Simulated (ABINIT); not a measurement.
# GaN (P6_3mc) in ABINIT: notebook

Aim: see how the results for GaN move with the level of theory and the settings. Levels: LDA-VWN, PBE. Tasks: band structure, Berry-phase polarisation, effective masses.

Everything below comes from runs of ABINIT 10.8.3 (patched build). Logs are shortened: lines on timing, memory, paths and dates and some standing lists are left out, and cuts for length are marked. The log counts tension as positive stress, the text compression.

**What was measured.**

“Studying electronic properties in GaN without electrical contacts using γ-γ vs e−-γ Perturbed Angular Correlations”, 2019, pmc:6823545 quotes, for a bulk crystal of GaN: band gap 3.503 ± 0.005 eV (direct).

How close the calculation comes is told below.

## (1) The crystal as given

The structure is hexagonal, space group P6_3mc (No. 186). The conventional cell has a = 3.180 Å, b = 3.180 Å, c = 5.166 Å, α = 90.00°, β = 90.00°, γ = 120.00°. Ga (site symmetry 3m) is surrounded by 4 N at 1.94 to 1.95 Å. Around N (site symmetry 3m) lie 4 Ga at 1.94 to 1.95 Å.

## (2) Band structure, LDA-VWN

run.abi

```
ndtset 2

pp_dirpath "./"
pseudos "Ga.LDA_PW-JTH.xml, N.LDA_PW-JTH.xml"

acell 3.18 3.18 5.166 Angstrom
rprim
     1.0000000000     0.0000000000     0.0000000000
    -0.5000000000     0.8660254038     0.0000000000
     0.0000000000     0.0000000000     1.0000000000
ntypat 2
znucl 31 7
natom 4
typat 1 1 2 2
xred
     0.6666666667     0.3333333333     0.5000000000
     0.3333333333     0.6666666667     0.0000000000
     0.6666666667     0.3333333333     0.8750000000
     0.3333333333     0.6666666667     0.3750000000

ecut 680.284656 eV
pawecutdg 47.0

ixc -1007

occopt 3
tsmear 0.05 eV

nstep 100

iomode 3
prtwf 0
prteig 0
prtebands 0
enunit 2
prtden1 1

kptopt1 1
ngkpt1 10 10 5
nshiftk1 1
shiftk1 0.0 0.0 0.0
nband1 22
tolvrs1 1.0e-9

iscf2 -2
getden2 1
nband2 26
nbdbuf2 2
tolwfr2 1.0e-12
kptopt2 -7
ndivsm2 8
prteig2 1
kptbounds2
     0.0000000000     0.0000000000     0.0000000000
     0.5000000000     0.0000000000     0.0000000000
     0.3333333333     0.3333333333     0.0000000000
     0.0000000000     0.0000000000     0.0000000000
     0.0000000000     0.0000000000     0.5000000000
     0.5000000000     0.0000000000     0.5000000000
     0.3333333333     0.3333333333     0.5000000000
     0.0000000000     0.0000000000     0.5000000000
```

Potentials or basis: JTH PAW LDA v2.0.

On the command line:

```bash
abinit run.abi > log 2>&1
```

run.abo:

```text
.Version 10.8.3 of ABINIT
 DATASET    1 : space group P6_3 m c (#186); Bravais hP (primitive hexag.)
================================================================================
 Values of the parameters that define the memory need for DATASET  1.
     intxc =       0    ionmov =       0      iscf =      17    lmnmax =      18
     lnmax =       6     mgfft =      45  mpssoang =       3    mqgrid =    3013
     natom =       4  nloc_mem =       2    nspden =       1   nspinor =       1
    nsppol =       1      nsym =      12    n1xccc =       1    ntypat =       2
    occopt =       3   xclevel =       1
       mpw =        1846          nfft =       40500          nkpt =          42
 PAW method is used; the additional fine FFT grid is defined by:
   mgfftf=        64    nfftf =    102400
================================================================================
================================================================================

 DATASET    2 : space group P6_3 m c (#186); Bravais hP (primitive hexag.)
================================================================================
 Values of the parameters that define the memory need for DATASET  2.
     intxc =       0    ionmov =       0      iscf =      -2    lmnmax =      18
     lnmax =       6     mgfft =      45  mpssoang =       3    mqgrid =    3013
     natom =       4  nloc_mem =       2    nspden =       1   nspinor =       1
    nsppol =       1      nsym =      12    n1xccc =       1    ntypat =       2
    occopt =       3   xclevel =       1
       mpw =        1852          nfft =       40500          nkpt =          91
 PAW method is used; the additional fine FFT grid is defined by:
   mgfftf=        64    nfftf =    102400
================================================================================
================================================================================

--------------------------------------------------------------------------------
------------- Echo of variables that govern the present computation ------------
--------------------------------------------------------------------------------
 -outvars: echo values of preprocessed input variables --------
            acell      6.0093290804E+00  6.0093290804E+00  9.7623251664E+00 Bohr
              amu      6.97230000E+01  1.40067400E+01
             ecut      2.50000000E+01 Hartree
           enunit           2
           getden1          0
           getden2          1
             iscf1         17
             iscf2         -2
                       outvar_i_n : Printing only first  50 k-points.
              ixc       -1007
           jdtset        1    2
                       outvar_i_n : Printing only first  50 k-points.
           kptopt1          1
           kptopt2         -7
         kptrlatt       10    0    0      0   10    0      0    0    5
          kptrlen1     4.88116258E+01
          kptrlen2     3.00000000E+01
            natom           4
            nband1         22
            nband2         26
           nbdbuf1          0
           nbdbuf2          2
           ndtset           2
           ndivsm1          0
           ndivsm2          8
            ngfft          30      30      45
          ngfftdg          40      40      64
             nkpt1         42
             nkpt2         91
            nstep         100
             nsym          12
           ntypat           2
           occopt           3
        pawecutdg      4.70000000E+01 Hartree
        prtebands           0
           prteig1          0
           prteig2          1
            prtwf           0
            rprim      1.0000000000E+00  0.0000000000E+00  0.0000000000E+00
[... 1210 lines left out ...]
convergence: {deltae:  0.000E+00, res2:  0.000E+00, residm:  9.991E-13, diffor:  0.000E+00, }
etotal    :  -1.78772939E+02
entropy   :   0.00000000E+00
fermie    :   2.50714348E-01
cartesian_stress_tensor: null
pressure_GPa: null
xred      :
- [  6.6667E-01,   3.3333E-01,   5.0000E-01, Ga]
- [  3.3333E-01,   6.6667E-01,   0.0000E+00, Ga]
- [  6.6667E-01,   3.3333E-01,   8.7500E-01,  N]
- [  3.3333E-01,   6.6667E-01,   3.7500E-01,  N]
cartesian_forces: null
force_length_stats: {min: null, max: null, mean: null, }
...

 Integrated electronic density in atomic spheres:
 ------------------------------------------------
 Atom  Sphere_radius  Integrated_density
    1        2.10359         11.21411057
    2        2.10359         11.21411057
    3        1.20497          2.54424144
    4        1.20497          2.54424144

================================================================================

 ----iterations are completed or convergence reached----

 Mean square residual over all n,k,spin=   52.462E-14; max=  99.909E-14
 reduced coordinates (array xred) for    4 atoms
       0.666666666667      0.333333333333      0.500000000000
       0.333333333333      0.666666666667      0.000000000000
       0.666666666667      0.333333333333      0.875000000000
       0.333333333333      0.666666666667      0.375000000000

 cartesian coordinates (angstrom) at end:
    1      1.59000000000000     0.91798692802800     2.58300000000000
    2     -0.00000000000000     1.83597385605600     0.00000000000000
    3      1.59000000000000     0.91798692802800     4.52025000000000
    4     -0.00000000000000     1.83597385605600     1.93725000000000
 length scales=  6.009329080387  6.009329080387  9.762325166440 bohr
              =  3.180000000000  3.180000000000  5.166000000000 angstroms
 Eigenvalues (hartree) for nkpt=  91  k points:
 kpt#   1, nband= 26, wtk=  1.00000, kpt=  0.0000  0.0000  0.0000 (reduced coord)
  -0.37316   -0.33945   -0.28495   -0.28414   -0.28414   -0.28181   -0.28181   -0.27480
  -0.27480   -0.27098   -0.27098   -0.22052   -0.05260    0.17362    0.17362    0.21087
   0.21319    0.21319    0.28562    0.36709    0.54772    0.57066    0.57066    0.60428
   0.63891    0.63891
 kpt#   2, nband= 26, wtk=  1.00000, kpt=  0.0333  0.0000  0.0000 (reduced coord)
  -0.37273   -0.33935   -0.28491   -0.28408   -0.28402   -0.28176   -0.28172   -0.27484
  -0.27481   -0.27106   -0.27097   -0.22021   -0.05200    0.17030    0.17271    0.20855
   0.21061    0.21283    0.28979    0.36994    0.54687    0.56692    0.57178    0.60510
   0.63641    0.63987
 kpt#   3, nband= 26, wtk=  1.00000, kpt=  0.0667  0.0000  0.0000 (reduced coord)
  -0.37148   -0.33905   -0.28476   -0.28390   -0.28365   -0.28163   -0.28148   -0.27495
  -0.27483   -0.27128   -0.27094   -0.21928   -0.05023    0.16092    0.17005    0.19745
   0.20927    0.21174    0.30002    0.37783    0.54365    0.55777    0.57502    0.60706
   0.62991    0.64261
 kpt#   4, nband= 26, wtk=  1.00000, kpt=  0.1000  0.0000  0.0000 (reduced coord)
  -0.36946   -0.33859   -0.28448   -0.28362   -0.28304   -0.28139   -0.28108   -0.27512
[... 423 lines left out ...]
 kpt#  89, nband= 26, wtk=  1.00000, kpt=  0.0392  0.0392  0.5000 (reduced coord)
  -0.35068   -0.35068   -0.28321   -0.28321   -0.28306   -0.28306   -0.27409   -0.27409
  -0.27254   -0.27254   -0.26898   -0.26898    0.07013    0.07013    0.18321    0.18321
   0.19002    0.19002    0.37704    0.37704    0.51367    0.51367    0.58788    0.58788
   0.59500    0.59500
 kpt#  90, nband= 26, wtk=  1.00000, kpt=  0.0196  0.0196  0.5000 (reduced coord)
  -0.35149   -0.35149   -0.28333   -0.28333   -0.28329   -0.28329   -0.27322   -0.27322
  -0.27253   -0.27253   -0.27054   -0.27054    0.07035    0.07035    0.19030    0.19030
   0.19217    0.19217    0.37077    0.37077    0.51886    0.51886    0.58963    0.58963
   0.59146    0.59146
 kpt#  91, nband= 26, wtk=  1.00000, kpt=  0.0000  0.0000  0.5000 (reduced coord)
  -0.35177   -0.35177   -0.28337   -0.28337   -0.28337   -0.28337   -0.27253   -0.27253
  -0.27253   -0.27253   -0.27145   -0.27145    0.07040    0.07040    0.19288    0.19288
   0.19288    0.19288    0.36849    0.36849    0.52072    0.52072    0.59027    0.59027
   0.59027    0.59027
 Eigenvalues (   eV  ) for nkpt=  91  k points:
 kpt#   1, nband= 26, wtk=  1.00000, kpt=  0.0000  0.0000  0.0000 (reduced coord)
 -10.15411   -9.23695   -7.75386   -7.73190   -7.73190   -7.66832   -7.66832   -7.47782
  -7.47782   -7.37387   -7.37387   -6.00074   -1.43124    4.72441    4.72441    5.73818
   5.80129    5.80129    7.77225    9.98892   14.90414   15.52854   15.52854   16.44336
  17.38569   17.38569
 kpt#   2, nband= 26, wtk=  1.00000, kpt=  0.0333  0.0000  0.0000 (reduced coord)
 -10.14260   -9.23414   -7.75266   -7.73020   -7.72848   -7.66721   -7.66605   -7.47879
  -7.47800   -7.37594   -7.37357   -5.99223   -1.41508    4.63418    4.69956    5.67497
   5.73090    5.79144    7.88569   10.06657   14.88104   15.42670   15.55905   16.46562
  17.31748   17.41166
 kpt#   3, nband= 26, wtk=  1.00000, kpt=  0.0667  0.0000  0.0000 (reduced coord)
 -10.10858   -9.22607   -7.74860   -7.72529   -7.71848   -7.66366   -7.65934   -7.48169
  -7.47843   -7.38196   -7.37276   -5.96699   -1.36688    4.37897    4.62736    5.37287
   5.69442    5.76167    8.16386   10.28119   14.79350   15.17759   15.64706   16.51896
  17.14070   17.48628
 kpt#   4, nband= 26, wtk=  1.00000, kpt=  0.1000  0.0000  0.0000 (reduced coord)
 -10.05357   -9.21353   -7.74122   -7.71763   -7.70198   -7.65688   -7.64848   -7.48641
[... 424 lines left out ...]
  -9.54261   -9.54261   -7.70645   -7.70645   -7.70237   -7.70237   -7.45848   -7.45848
  -7.41626   -7.41626   -7.31940   -7.31940    1.90836    1.90836    4.98542    4.98542
   5.17070    5.17070   10.25967   10.25967   13.97779   13.97779   15.99716   15.99716
  16.19070   16.19070
 kpt#  90, nband= 26, wtk=  1.00000, kpt=  0.0196  0.0196  0.5000 (reduced coord)
  -9.56464   -9.56464   -7.70977   -7.70977   -7.70871   -7.70871   -7.43478   -7.43478
  -7.41605   -7.41605   -7.36177   -7.36177    1.91437    1.91437    5.17829    5.17829
   5.22922    5.22922   10.08930   10.08930   14.11886   14.11886   16.04465   16.04465
  16.09447   16.09447
 kpt#  91, nband= 26, wtk=  1.00000, kpt=  0.0000  0.0000  0.5000 (reduced coord)
  -9.57214   -9.57214   -7.71086   -7.71086   -7.71086   -7.71086   -7.41596   -7.41596
  -7.41596   -7.41596   -7.38665   -7.38665    1.91557    1.91557    5.24861    5.24861
   5.24861    5.24861   10.02699   10.02699   14.16964   14.16964   16.06208   16.06208
  16.06208   16.06208

== END DATASET(S) ==============================================================
================================================================================

 -outvars: echo values of variables after computation  --------
            acell      6.0093290804E+00  6.0093290804E+00  9.7623251664E+00 Bohr
           etotal1    -1.7877293894E+02
            fcart1    -0.0000000000E+00 -0.0000000000E+00 -2.4343194790E-03
                      -0.0000000000E+00 -0.0000000000E+00 -2.4343194790E-03
                      -0.0000000000E+00 -0.0000000000E+00  2.4343194790E-03
                      -0.0000000000E+00 -0.0000000000E+00  2.4343194790E-03
            rprim      1.0000000000E+00  0.0000000000E+00  0.0000000000E+00
                      -5.0000000000E-01  8.6602540380E-01  0.0000000000E+00
                       0.0000000000E+00  0.0000000000E+00  1.0000000000E+00
           strten1     1.8709845958E-04  1.8709845887E-04  1.1497412237E-04
                       0.0000000000E+00  0.0000000000E+00  0.0000000000E+00
           xangst      1.5900000000E+00  9.1798692803E-01  2.5830000000E+00
                      -9.7460713976E-17  1.8359738561E+00  0.0000000000E+00
                       1.5900000000E+00  9.1798692803E-01  4.5202500000E+00
                      -9.7460713976E-17  1.8359738561E+00  1.9372500000E+00
             xred      6.6666666667E-01  3.3333333333E-01  5.0000000000E-01
                       3.3333333333E-01  6.6666666667E-01  0.0000000000E+00
                       6.6666666667E-01  3.3333333333E-01  8.7500000000E-01
                       3.3333333333E-01  6.6666666667E-01  3.7500000000E-01
 Calculation completed.
```

Run time: 2.5 min. Hardware: 1 thread of Arm Neoverse V1, shared host; peak memory 0.15 GiB.

Results:

```
Free energy                                           : -4864.6595 eV
Largest force                                         : 0.125 eV/Å
Band gap on the k mesh                                : 1.97 eV, direct
Valence electrons inside the program's atomic spheres : Ga 11.21; N 2.54
```

Forces in eV/Å, atoms in the order of the input:
```
Ga   0.000  0.000 -0.125
Ga   0.000  0.000 -0.125
N    0.000  0.000  0.125
N    0.000  0.000  0.125
```

Levels at the corners of the path, in eV from the valence-band top:
| point | band 16 | band 17 | band 18 | band 19 | band 20 | band 21 |
| --- | --- | --- | --- | --- | --- | --- |
| Γ | -0.06 | 0.00 | 0.00 | 1.97 | 4.19 | 9.10 |
| M | -2.82 | -2.30 | -1.00 | 4.91 | 5.52 | 5.93 |
| K | -3.08 | -3.08 | -2.75 | 4.97 | 7.73 | 7.73 |
| Γ | -0.06 | 0.00 | 0.00 | 1.97 | 4.19 | 9.10 |
| A | -0.55 | -0.55 | -0.55 | 4.23 | 4.23 | 8.37 |
| L | -1.99 | -1.95 | -1.95 | 4.31 | 4.31 | 7.67 |
| H | -4.28 | -1.53 | -1.53 | 6.37 | 6.37 | 7.18 |
| A | -0.55 | -0.55 | -0.55 | 4.23 | 4.23 | 8.37 |

Caveat: the cutoff is too short for stress, so the log's stress isn't used.

(Part 1 of 2 ends here.)
